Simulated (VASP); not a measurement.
Crystal: Hf.

```
Hf
1.0
     2.97068   -1.96339    0.00000
     2.97068    1.96339    0.00000
     0.00000    0.00000    8.00917
Hf
4
Direct
  0.85000 0.15000 0.11700
  0.65000 0.35000 0.61700
  0.15000 0.85000 0.88300
  0.35000 0.65000 0.38300
```

The cell was built by a generator and needn't be a form met in nature.

```yaml
Program: VASP 6.6.1
Task: relaxation of cell and atoms
Functional: r2SCAN
Potentials_or_basis: VASP PAW PBE potentials, release 64 (Hf_pv)
Cutoff: 600 eV
k_mesh: 6 × 6 × 2
Occupations: gaussian, width 0.1 eV
Spin: no spin polarisation
```

At the start: pressure 3.8 GPa; volume 23.36 Å³/atom.

Where does the relaxation end?

Over 30 steps the energy falls by 1304.9 meV/atom and the volume is 22.37 Å³/atom (-4.2 %); space group I4/mmm (No. 139, to 0.05 Å).

Step by step:
| step | energy change (eV) | largest force (eV/Å) | pressure (GPa) | volume (Å³) |
| --- | --- | --- | --- | --- |
| 1 | 0.0000 | 6.3154 | 3.79 | 93.43 |
| 2 | -4.2331 | 0.7143 | -5.16 | 97.98 |
| 3 | -4.2961 | 0.8512 | -4.64 | 98.08 |
| 4 | -4.3792 | 1.1831 | -2.99 | 98.17 |
| 5 | -4.3934 | 1.3178 | -2.17 | 98.18 |
| 6 | -4.8072 | 0.4326 | 0.59 | 93.40 |
| 7 | -4.8073 | 0.4378 | 0.57 | 93.44 |
| 8 | -4.9185 | 0.1693 | -1.29 | 93.94 |
| 9 | -4.9374 | 0.1380 | -2.07 | 94.16 |
| 10 | -4.9405 | 0.1444 | -2.37 | 94.23 |
| 11 | -4.9469 | 0.4001 | 3.44 | 88.91 |
| 12 | -4.9677 | 0.2521 | 0.59 | 91.34 |
| 13 | -4.9849 | 0.2220 | 0.72 | 90.74 |
| 14 | -5.0005 | 0.1404 | 1.04 | 89.51 |
| 15 | -5.0246 | 0.2184 | -0.37 | 90.60 |
| 16 | -5.0810 | 0.1963 | -4.84 | 93.90 |
| 17 | -5.0831 | 0.1856 | -4.92 | 93.97 |
| 18 | -5.0885 | 0.1634 | -5.17 | 94.16 |
| 19 | -5.0948 | 0.1157 | -5.62 | 94.55 |
| 20 | -5.1028 | 0.1151 | -5.44 | 94.37 |
| 21 | -5.1252 | 0.1129 | -4.87 | 93.82 |
| 22 | -5.1627 | 0.1059 | -3.69 | 92.72 |
| 23 | -5.2071 | 0.0823 | -1.18 | 90.55 |
| 24 | -5.1725 | 0.0573 | 4.34 | 86.29 |
| 25 | -5.2140 | 0.0659 | 0.32 | 89.32 |
| 26 | -5.2140 | 0.0634 | 0.46 | 89.22 |
| 27 | -5.2149 | 0.0592 | 0.42 | 89.24 |
| 28 | -5.2170 | 0.0455 | 0.31 | 89.30 |
| 29 | -5.2194 | 0.0250 | 0.16 | 89.43 |
| 30 | -5.2196 | 0.0227 | 0.07 | 89.49 |

Final structure:
```
CELL_PARAMETERS angstrom
2.21780 -2.21737 0.00000
2.21780 2.21737 0.00000
0.00000 0.00000 9.09840
ATOMIC_POSITIONS crystal
Hf 0.74867 0.25133 0.12508
Hf 0.75133 0.24867 0.62508
Hf 0.25133 0.74867 0.87492
Hf 0.24867 0.75133 0.37492
```

Caveat: the k mesh is coarse (spacing up to 0.39 Å⁻¹), so the values aren't converged; the PAW data sets were made with another functional, which shifts forces and pressure a little.
